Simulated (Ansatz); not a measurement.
# Na under changes of volume

One of the cells (37.168 Å³/atom); the others are scaled copies at fixed shape and fractional positions:

```
Na
1.0
     3.70038    0.00000    0.00000
    -1.85019    3.20463    0.00000
     0.00000    0.00000   12.53732
Na
4
Direct
  0.66667 0.33333 0.75000
  0.00000 0.00000 0.50000
  0.33333 0.66667 0.25000
  0.00000 0.00000 0.00000
```

This isn't the form of Na at room conditions, which is bcc.

```yaml
Program: Ansatz 0.2.0
Functional: LDA
Potentials_or_basis: all-electron LAPW, scalar-relativistic
Cutoff: 67 eV (chosen from the basis error)
Basis_error_allowed: 0.002 eV/atom
k_mesh: 8 × 8 × 3
Occupations: fermi-dirac, width 0.05 eV
Spin: no spin polarisation
```

| volume (Å³/atom) | energy over the lowest point (meV/atom) | pressure (GPa) |
| --- | --- | --- |
| 34.938 | 0.00 | -0.4 |
| 35.681 | 2.09 | -0.5 |
| 36.425 | 4.87 | -0.7 |
| 37.168 | 8.27 | -0.8 |
| 37.911 | 12.21 | -0.9 |
| 38.655 | 16.66 | -1.0 |
| 39.398 | ? | ? |

What does the run at 39.398 Å³/atom give?

Energy over the lowest point 21.55 meV/atom; pressure -1.1 GPa.

Worked out: A Birch-Murnaghan fit of order 3 (a polynomial in V^(-2/3)) to the other rows has no minimum within the range. It gives 21.54 meV/atom at 39.398 Å³/atom, against the run's 21.55, and -dE/dV = -1.1 GPa, against -1.1.

Energies are extrapolated to zero smearing.
